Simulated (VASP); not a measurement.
# Quasiparticle energies of AlP in VASP, part 6 of 8

How does the gap of AlP change from the starting functional to GW? The cell is of the zinc-blende type, one of the forms listed for this formula. The start is a cell from a database of measured crystal structures.

VASP 6.6.1, plane waves and PAW; the level of theory is named at each step.

So far, quasiparticle gap on the mesh (eV): step 3 (evGW0, evGW0 on PBE) 2.53; step 4 (evGW, evGW on PBE) 2.71. Also gap on the k-mesh (eV): step 2 (empty bands, functional PBE) 1.57.

The database entry behind the starting cell differs from later determinations by our own check (0.1 to 0.3 % short, probably kX units), so it need not match the best structure at ambient conditions.

## (5) QPGW0

This step: QPGW0 on PBE; plane waves and PAW (P_GW, Al_GW) (VASP 6.6.1).

Here the orbitals are updated too, by diagonalising a Hermitian self-energy in the bands up to NBANDSGW.

INCAR

```
SYSTEM = AlP
PREC = Accurate
ENCUT = 300
ISMEAR = 0
SIGMA = 0.01
LREAL = .FALSE.
GGA = PE
NBANDS = 264
ALGO = QPGW0
NELMGW = 4
ENCUTGW = 200
NOMEGA = 64
PRECFOCK = Fast
NBANDSGW = 24
LWAVE = .FALSE.
LCHARG = .FALSE.
```

POSCAR

```
AlP
1.0
    0.0000000000      2.7255000000      2.7255000000
    2.7255000000      0.0000000000      2.7255000000
    2.7255000000      2.7255000000      0.0000000000
P Al
1 1
Direct
    0.7500000000      0.7500000000      0.7500000000
    0.0000000000      0.0000000000      0.0000000000
```

KPOINTS

```
Automatic mesh
0
Gamma
6 6 6
0 0 0
```

PAW data sets: P_GW and Al_GW (PBE family, release 64).

Launch:

```bash
$ mpirun -np 8 vasp_std
```

Log:

```text
[banner, memory and clock lines left out]
running    8 mpi-ranks, on    1 nodes
 distrk:  each k-point on    8 cores,    1 groups
 distr:  one band on    1 cores,    8 groups

 POSCAR found type information on POSCAR P Al
 POSCAR found :  2 types and       2 ions
 [... a notice as in an earlier step ...]

 [... a notice as in an earlier step ...]

 LDA part: xc-table for (Slater+PW92), standard interpolation
 found WAVECAR, reading the header
 POSCAR, INCAR and KPOINTS ok, starting setup
 FFT: planning ... GRIDC
 FFT: planning ... GRID_SOFT
 FFT: planning ... GRID
 reading WAVECAR
 the WAVECAR file was read successfully
 initial charge from wavefunction
 available memory per node:     93.80 GB, setting MAXMEM to     96055

 The Fermi energy was updated, please check that it is located mid-gap
 values below the HOMO (VB) or above the LUMO (CB) will cause erroneous energies
 E-fermi :   4.6956

 calculate exact exchange contribution
 the WAVEDER file was read successfully
energies w=
    0.000    0.000    0.451    0.000    0.901    0.000    1.349    0.000
    1.794    0.000    2.235    0.000    2.671    0.000    3.103    0.000
    3.529    0.000    3.949    0.000    4.363    0.000    4.771    0.000
    5.174    0.000    5.572    0.000    5.964    0.000    6.352    0.000
    6.736    0.000    7.116    0.000    7.494    0.000    7.870    0.000
    8.244    0.000    8.618    0.000    8.992    0.000    9.368    0.000
    9.746    0.000   10.126    0.000   10.512    0.000   10.903    0.000
   11.300    0.000   11.705    0.000   12.120    0.000   12.546    0.000
   12.985    0.000   13.439    0.000   13.909    0.000   14.399    0.000
   14.911    0.000   15.448    0.000   16.014    0.000   16.613    0.000
   17.250    0.000   17.930    0.000   18.660    0.000   19.447    0.000
   20.302    0.000   21.234    0.000   22.259    0.000   23.393    0.000
   24.655    0.000   26.074    0.000   27.682    0.000   29.522    0.000
   31.651    0.000   34.146    0.000   37.112    0.000   40.697    0.000
   45.117    0.000   50.701    0.000   57.974    0.000   67.826    0.000
   81.904    0.000  103.628    0.000  141.452    0.000  223.552    0.000
 responsefunction array rank=     280
 LDA part: xc-table for (Slater+PW92), standard interpolation

 min. memory requirement per mpi rank    493.9 MB, per node   3951.4 MB

 allocating   8 responsefunctions rank=   280
 shmem allocating  64 responsefunctions rank=   280
 response function shared by NCSHMEM nodes    1
 Doing            8  frequencies on each core in blocks of           64
NQ=   1    0.0000    0.0000    0.0000,
|.........|.........|.........|.........|.........|.........|.........|.........
 performed        652000 updates of chi_q(r,r)
 total number of BLAS operations        349.91 Gflops
NQ=   2    0.1667    0.0000    0.0000,
|.........|.........|.........|.........|.........|.........|.........|.........
 performed       2165000 updates of chi_q(r,r)
 total number of BLAS operations       1259.07 Gflops
NQ=   3    0.3333    0.0000    0.0000,
|.........|.........|.........|.........|.........|.........|.........|.........
 performed       3678000 updates of chi_q(r,r)
 total number of BLAS operations       2052.70 Gflops
NQ=   4    0.5000    0.0000    0.0000,
|.........|.........|.........|.........|.........|.........|.........|.........
 performed       4887000 updates of chi_q(r,r)
 total number of BLAS operations       2737.39 Gflops
NQ=   5    0.1667    0.1667    0.0000,
|.........|.........|.........|.........|.........|.........|.........|.........
 performed       6400000 updates of chi_q(r,r)
 total number of BLAS operations       3594.23 Gflops
NQ=   6    0.3333    0.1667    0.0000,
|.........|.........|.........|.........|.........|.........|.........|.........
 performed       9003000 updates of chi_q(r,r)
 total number of BLAS operations       4991.41 Gflops
NQ=   7    0.5000    0.1667    0.0000,
|.........|.........|.........|.........|.........|.........|.........|.........
 performed      11606000 updates of chi_q(r,r)
 total number of BLAS operations       6388.58 Gflops
NQ=   8   -0.3333    0.1667    0.0000,
|.........|.........|.........|.........|.........|.........|.........|.........
 performed      14209000 updates of chi_q(r,r)
 total number of BLAS operations       7774.99 Gflops
NQ=   9   -0.1667    0.1667    0.0000,
|.........|.........|.........|.........|.........|.........|.........|.........
 performed      16407000 updates of chi_q(r,r)
 total number of BLAS operations       9047.39 Gflops
NQ=  10    0.3333    0.3333    0.0000,
|.........|.........|.........|.........|.........|.........|.........|.........
 performed      17920000 updates of chi_q(r,r)
 total number of BLAS operations       9904.23 Gflops
NQ=  11    0.5000    0.3333    0.0000,
|.........|.........|.........|.........|.........|.........|.........|.........
 performed      20523000 updates of chi_q(r,r)
 total number of BLAS operations      11323.07 Gflops
NQ=  12   -0.3333    0.3333    0.0000,
|.........|.........|.........|.........|.........|.........|.........|.........
 performed      22721000 updates of chi_q(r,r)
 total number of BLAS operations      12475.46 Gflops
NQ=  13    0.5000    0.5000    0.0000,
|.........|.........|.........|.........|.........|.........|.........|.........
 performed      23753000 updates of chi_q(r,r)
 total number of BLAS operations      13008.21 Gflops
NQ=  14    0.5000    0.3333    0.1667,
|.........|.........|.........|.........|.........|.........|.........|.........
 performed      26736000 updates of chi_q(r,r)
 total number of BLAS operations      14621.78 Gflops
NQ=  15   -0.3333    0.3333    0.1667,
|.........|.........|.........|.........|.........|.........|.........|.........
 performed      29516000 updates of chi_q(r,r)
 total number of BLAS operations      16102.66 Gflops
NQ=  16   -0.3333    0.5000    0.1667,
|.........|.........|.........|.........|.........|.........|.........|.........
 performed      31726000 updates of chi_q(r,r)
 total number of BLAS operations      17279.87 Gflops
 resolving degeneracies of screened two electron integrals

 calculate QP shifts <psi_nk| G(iteration)W_0 |psi_nk>: iteration 1

 QP shifts <psi_nk| G(iteration)W_0 |psi_nk>: iteration 1
 NQ=           1  operations          48
 NQ=           2  operations           6
 NQ=           3  operations           6
 NQ=           4  operations          12
 NQ=           5  operations           8
 NQ=           6  operations           2
 NQ=           7  operations           2
 NQ=           8  operations           2
 NQ=           9  operations           4
 NQ=          10  operations           8
[...]
NQ=   4    0.5000    0.0000    0.0000,
|.........|.........|.........|.........|.........|.........|.........|.........
 performed       4887000 updates of chi_q(r,r)
 total number of BLAS operations       2737.39 Gflops
NQ=   5    0.1667    0.1667    0.0000,
|.........|.........|.........|.........|.........|.........|.........|.........
 performed       6400000 updates of chi_q(r,r)
 total number of BLAS operations       3594.23 Gflops
NQ=   6    0.3333    0.1667    0.0000,
|.........|.........|.........|.........|.........|.........|.........|.........
 performed       9003000 updates of chi_q(r,r)
 total number of BLAS operations       4991.41 Gflops
NQ=   7    0.5000    0.1667    0.0000,
|.........|.........|.........|.........|.........|.........|.........|.........
 performed      11606000 updates of chi_q(r,r)
 total number of BLAS operations       6388.58 Gflops
NQ=   8   -0.3333    0.1667    0.0000,
|.........|.........|.........|.........|.........|.........|.........|.........
 performed      14209000 updates of chi_q(r,r)
 total number of BLAS operations       7774.99 Gflops
NQ=   9   -0.1667    0.1667    0.0000,
|.........|.........|.........|.........|.........|.........|.........|.........
 performed      16407000 updates of chi_q(r,r)
 total number of BLAS operations       9047.39 Gflops
NQ=  10    0.3333    0.3333    0.0000,
|.........|.........|.........|.........|.........|.........|.........|.........
 performed      17920000 updates of chi_q(r,r)
 total number of BLAS operations       9904.23 Gflops
NQ=  11    0.5000    0.3333    0.0000,
|.........|.........|.........|.........|.........|.........|.........|.........
 performed      20523000 updates of chi_q(r,r)
 total number of BLAS operations      11323.07 Gflops
NQ=  12   -0.3333    0.3333    0.0000,
|.........|.........|.........|.........|.........|.........|.........|.........
 performed      22721000 updates of chi_q(r,r)
 total number of BLAS operations      12475.46 Gflops
NQ=  13    0.5000    0.5000    0.0000,
|.........|.........|.........|.........|.........|.........|.........|.........
 performed      23753000 updates of chi_q(r,r)
 total number of BLAS operations      13008.21 Gflops
NQ=  14    0.5000    0.3333    0.1667,
|.........|.........|.........|.........|.........|.........|.........|.........
 performed      26736000 updates of chi_q(r,r)
 total number of BLAS operations      14621.78 Gflops
NQ=  15   -0.3333    0.3333    0.1667,
|.........|.........|.........|.........|.........|.........|.........|.........
 performed      29516000 updates of chi_q(r,r)
 total number of BLAS operations      16102.66 Gflops
NQ=  16   -0.3333    0.5000    0.1667,
|.........|.........|.........|.........|.........|.........|.........|.........
 performed      31726000 updates of chi_q(r,r)
 total number of BLAS operations      17279.87 Gflops
 resolving degeneracies of screened two electron integrals

 QP shifts <psi_nk| G(iteration)W_0 |psi_nk>: iteration 3
 NQ=           1  operations          48
 NQ=           2  operations           6
 NQ=           3  operations           6
 NQ=           4  operations          12
 NQ=           5  operations           8
 NQ=           6  operations           2
 NQ=           7  operations           2
 NQ=           8  operations           2
 NQ=           9  operations           4
 NQ=          10  operations           8
 NQ=          11  operations           2
 NQ=          12  operations           4
 NQ=          13  operations          16
 NQ=          14  operations           2
 NQ=          15  operations           2
 NQ=          16  operations           4
 allocating   8 responsefunctions rank=   280
 shmem allocating  64 responsefunctions rank=   280
 response function shared by NCSHMEM nodes    1
 Doing            8  frequencies on each core in blocks of           64
NQ=   1    0.0000    0.0000    0.0000,
|.........|.........|.........|.........|.........|.........|.........|.........
 performed        652000 updates of chi_q(r,r)
 total number of BLAS operations        349.91 Gflops
NQ=   2    0.1667    0.0000    0.0000,
|.........|.........|.........|.........|.........|.........|.........|.........
 performed       2165000 updates of chi_q(r,r)
 total number of BLAS operations       1259.07 Gflops
NQ=   3    0.3333    0.0000    0.0000,
|.........|.........|.........|.........|.........|.........|.........|.........
 performed       3678000 updates of chi_q(r,r)
 total number of BLAS operations       2052.70 Gflops
NQ=   4    0.5000    0.0000    0.0000,
|.........|.........|.........|.........|.........|.........|.........|.........
 performed       4887000 updates of chi_q(r,r)
 total number of BLAS operations       2737.39 Gflops
NQ=   5    0.1667    0.1667    0.0000,
|.........|.........|.........|.........|.........|.........|.........|.........
 performed       6400000 updates of chi_q(r,r)
 total number of BLAS operations       3594.23 Gflops
NQ=   6    0.3333    0.1667    0.0000,
|.........|.........|.........|.........|.........|.........|.........|.........
 performed       9003000 updates of chi_q(r,r)
 total number of BLAS operations       4991.41 Gflops
NQ=   7    0.5000    0.1667    0.0000,
|.........|.........|.........|.........|.........|.........|.........|.........
 performed      11606000 updates of chi_q(r,r)
 total number of BLAS operations       6388.58 Gflops
NQ=   8   -0.3333    0.1667    0.0000,
|.........|.........|.........|.........|.........|.........|.........|.........
 performed      14209000 updates of chi_q(r,r)
 total number of BLAS operations       7774.99 Gflops
NQ=   9   -0.1667    0.1667    0.0000,
|.........|.........|.........|.........|.........|.........|.........|.........
 performed      16407000 updates of chi_q(r,r)
 total number of BLAS operations       9047.39 Gflops
NQ=  10    0.3333    0.3333    0.0000,
|.........|.........|.........|.........|.........|.........|.........|.........
 performed      17920000 updates of chi_q(r,r)
 total number of BLAS operations       9904.23 Gflops
NQ=  11    0.5000    0.3333    0.0000,
|.........|.........|.........|.........|.........|.........|.........|.........
 performed      20523000 updates of chi_q(r,r)
 total number of BLAS operations      11323.07 Gflops
NQ=  12   -0.3333    0.3333    0.0000,
|.........|.........|.........|.........|.........|.........|.........|.........
 performed      22721000 updates of chi_q(r,r)
 total number of BLAS operations      12475.46 Gflops
NQ=  13    0.5000    0.5000    0.0000,
|.........|.........|.........|.........|.........|.........|.........|.........
 performed      23753000 updates of chi_q(r,r)
 total number of BLAS operations      13008.21 Gflops
NQ=  14    0.5000    0.3333    0.1667,
|.........|.........|.........|.........|.........|.........|.........|.........
 performed      26736000 updates of chi_q(r,r)
 total number of BLAS operations      14621.78 Gflops
NQ=  15   -0.3333    0.3333    0.1667,
|.........|.........|.........|.........|.........|.........|.........|.........
 performed      29516000 updates of chi_q(r,r)
 total number of BLAS operations      16102.66 Gflops
NQ=  16   -0.3333    0.5000    0.1667,
|.........|.........|.........|.........|.........|.........|.........|.........
 performed      31726000 updates of chi_q(r,r)
 total number of BLAS operations      17279.87 Gflops
 resolving degeneracies of screened two electron integrals

 QP shifts <psi_nk| G(iteration)W_0 |psi_nk>: iteration 4
 NQ=           1  operations          48
 NQ=           2  operations           6
 NQ=           3  operations           6
 NQ=           4  operations          12
 NQ=           5  operations           8
 NQ=           6  operations           2
 NQ=           7  operations           2
 NQ=           8  operations           2
 NQ=           9  operations           4
 NQ=          10  operations           8
 NQ=          11  operations           2
 NQ=          12  operations           4
 NQ=          13  operations          16
 NQ=          14  operations           2
 NQ=          15  operations           2
 NQ=          16  operations           4
 entering main loop
```

Wall time 55 min (8 MPI ranks of AMD EPYC 7R43, shared host); peak memory 4.4 GiB.

From OUTCAR (step 5):

```text
   NELECT =       8.0000    total number of electrons

 E-fermi :   4.6956

 QP shifts <psi_nk| G(iteration)W_0 |psi_nk>: iteration 1
 k-point   1 :       0.0000    0.0000    0.0000
  band No. DFT-energies  QP-energies  QP-e(diag)   sigma(DFT)    Z            occupation
      1      -7.6255      -8.2630      -8.2580      -8.5770       0.6647       2.0000
      2       3.9108       3.1319       3.1342       2.8867       0.7583       2.0000
      3       3.9108       3.1319       3.1342       2.8867       0.7583       2.0000
      4       3.9108       3.1319       3.1342       2.8867       0.7583       2.0000
      5       7.2535       7.4404       7.4524       7.5117       0.7703       0.0000
      6       8.4758       8.7433       8.7495       8.8353       0.7613       0.0000
      7       8.4758       8.7433       8.7495       8.8353       0.7613       0.0000
      8       8.4758       8.7433       8.7495       8.8353       0.7613       0.0000
    ...

     24      34.1582      34.1582      34.1582      34.1582       1.0000       0.0000

 k-point   2 :       0.1667    0.0000    0.0000
  band No. DFT-energies  QP-energies  QP-e(diag)   sigma(DFT)    Z            occupation
      1      -7.3206      -7.9477      -7.9415      -8.2567       0.6633       2.0000
      2       2.0358       1.2370       1.2444       0.9671       0.7405       2.0000
      3       3.6676       2.8823       2.8847       2.6344       0.7577       2.0000
      4       3.6676       2.8823       2.8847       2.6344       0.7577       2.0000
      5       7.5600       7.7685       7.7862       7.8540       0.7693       0.0000
      6       8.9122       9.1818       9.1851       9.2729       0.7566       0.0000
      7       8.9122       9.1818       9.1851       9.2729       0.7566       0.0000
      8       9.5988       9.7936       9.7990       9.8660       0.7490       0.0000
    ...

     24      34.0521      34.0521      34.0521      34.0521       1.0000       0.0000

     24      32.4860      32.4860      32.4860      32.4860       1.0000       0.0000

     24      36.3965      36.3965      36.3965      36.3965       1.0000       0.0000

 QP shifts <psi_nk| G(iteration)W_0 |psi_nk>: iteration 2
 k-point   1 :       0.0000    0.0000    0.0000
  band No. DFT-energies  QP-energies  QP-e(diag)   sigma(DFT)    Z            occupation
      1      -8.2630      -8.4771      -8.4743      -8.5789       0.6687       2.0000
      2       3.1319       2.9860       2.9872       2.9416       0.7602       2.0000
      3       3.1319       2.9860       2.9872       2.9416       0.7602       2.0000
      4       3.1319       2.9860       2.9872       2.9416       0.7602       2.0000
      5       7.4404       7.4546       7.4551       7.4594       0.7718       0.0000
      6       8.7433       8.7738       8.7746       8.7844       0.7626       0.0000
      7       8.7433       8.7738       8.7746       8.7844       0.7626       0.0000
      8       8.7433       8.7738       8.7746       8.7844       0.7626       0.0000
    ...

 QP shifts <psi_nk| G(iteration)W_0 |psi_nk>: iteration 3
 k-point   1 :       0.0000    0.0000    0.0000
  band No. DFT-energies  QP-energies  QP-e(diag)   sigma(DFT)    Z            occupation
      1      -8.4771      -8.5472      -8.5453      -8.5791       0.6686       2.0000
      2       2.9860       2.9457       2.9469       2.9346       0.7601       2.0000
      3       2.9860       2.9457       2.9469       2.9346       0.7601       2.0000
      4       2.9860       2.9457       2.9469       2.9346       0.7601       2.0000
      5       7.4546       7.4481       7.4476       7.4456       0.7722       0.0000
      6       8.7738       8.7718       8.7731       8.7729       0.7627       0.0000
      7       8.7738       8.7718       8.7731       8.7729       0.7627       0.0000
      8       8.7738       8.7718       8.7731       8.7729       0.7627       0.0000
    ...

 QP shifts <psi_nk| G(iteration)W_0 |psi_nk>: iteration 4
 k-point   1 :       0.0000    0.0000    0.0000
  band No. DFT-energies  QP-energies  QP-e(diag)   sigma(DFT)    Z            occupation
      1      -8.5472      -8.5715      -8.5698      -8.5809       0.6689       2.0000
      2       2.9457       2.9295       2.9307       2.9260       0.7600       2.0000
      3       2.9457       2.9295       2.9307       2.9260       0.7600       2.0000
      4       2.9457       2.9295       2.9307       2.9260       0.7600       2.0000
      5       7.4481       7.4414       7.4409       7.4388       0.7723       0.0000
      6       8.7718       8.7674       8.7687       8.7677       0.7624       0.0000
      7       8.7718       8.7674       8.7687       8.7677       0.7624       0.0000
      8       8.7718       8.7674       8.7687       8.7677       0.7624       0.0000
    ...

[... 16 parts as in an earlier step ...]

[... 29 further parts left out ...]
```

Numbers from this step:

```
quasiparticle gap on the mesh                 : 2.537 eV
smallest direct quasiparticle gap on the mesh : 4.512 eV
```

QP gap by iteration, by row:

| iteration | gap (eV) | direct gap (eV) |
| --- | --- | --- |
| 1 | 2.375 | 4.309 |
| 2 | 2.491 | 4.469 |
| 3 | 2.522 | 4.502 |
| 4 | 2.537 | 4.512 |

GW takes the gap from 1.570 to 2.537 eV. That is +2 meV against evGW0 on PBE. The last pass still moved it by +15 meV. The value holds for 264 bands, ENCUTGW = 200 eV and this mesh, and isn't shown to be converged in them.

(Continued in part 7 of 8.)

[Lines on the potential files, build, host, timing and source positions are cut from VASP's logs without a mark.]

[Logs are printed without paths, hosts, clocks, repeated set-up lines and the standing remarks that a program may print on its own settings, such as how far it seeks lower states.]

[Hosts, paths, dates, database ids (printed as entryN), source tags and the programs' standing remarks are cut or masked in the printed files.]

[Pressures printed for these runs are not shown converged in the cutoff: they can be off by several GPa and have the wrong sign.]

[In band tables of VASP the shares of atoms and orbitals are scaled to a sum of 1 inside the atoms' spheres.]
